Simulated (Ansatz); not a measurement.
Method: Ansatz, DFT PBE, scalar-relativistic, plane waves, PAW. All cells share a 420 eV cutoff and Γ-centred k meshes spaced at most about 0.3 Å⁻¹ (about 0.25 or finer for metals, 2π included). No spin polarisation.

All energies are static (0 K, no zero-point motion).

Problem. Order these relaxed structures of Si₂Mo₅ by energy, lowest first, with the energy over the lowest of them.
A.

Space group I4/mcm (No. 140). a = 9.455 Å, b = 9.455 Å, c = 4.851 Å, α = 90.00°, β = 90.00°, γ = 90.00°
```csv
atom,site,symmetry,x,y,z
Si,8h,m.2m,0.1682,0.6682,0.0000
Mo,4b,-42m,0.0000,0.5000,0.7500
Mo,16k,m..,0.9264,0.2156,0.5000
```

B.

Space group Cmmm (No. 65). a = 4.997 Å, b = 8.404 Å, c = 4.957 Å, α = 90.00°, β = 90.00°, γ = 90.00°
```json
{"atom": "Si", "site": "4e", "symmetry": "..2/m", "x": "0.2500", "y": "0.2500", "z": "0.0000"}
{"atom": "Mo", "site": "4k", "symmetry": "mm2", "x": "0.0000", "y": "0.0000", "z": "0.7432"}
{"atom": "Mo", "site": "2b", "symmetry": "mmm", "x": "0.5000", "y": "0.0000", "z": "0.0000"}
{"atom": "Mo", "site": "4j", "symmetry": "m2m", "x": "0.5000", "y": "0.1718", "z": "0.5000"}
```

C.

Space group P4/mmm (No. 123). a = 4.456 Å, b = 4.456 Å, c = 5.578 Å, α = 90.00°, β = 90.00°, γ = 90.00°
```json
{"atom": "Si", "site": "1d", "symmetry": "4/mmm", "x": "0.5000", "y": "0.5000", "z": "0.5000"}
{"atom": "Si", "site": "1a", "symmetry": "4/mmm", "x": "0.0000", "y": "0.0000", "z": "0.0000"}
{"atom": "Mo", "site": "4i", "symmetry": "2mm.", "x": "0.0000", "y": "0.5000", "z": "0.2767"}
{"atom": "Mo", "site": "1c", "symmetry": "4/mmm", "x": "0.5000", "y": "0.5000", "z": "0.0000"}
```

Solution. B (0 meV/atom), A (63 meV/atom), C (234 meV/atom). Counting Mo atoms around Si (those within 1.25 times the shortest such distance or 1.15 times the sum of covalent radii, 1.27 where that leaves under three; a plus sign parts nearer from farther groups; a slash parts the counts of unlike sites): B has Si 2+8; A has Si 6+4; C has Si 8+2/8+4. B holds Si–Si chains (shortest 2.50 Å) (bonds between like non-metal atoms; other contacts aren't counted). All come from invented guesses.

Cells relaxed within their symmetry can be saddle points. Some candidate types were left out of the draw beforehand, so a known form may be missing.
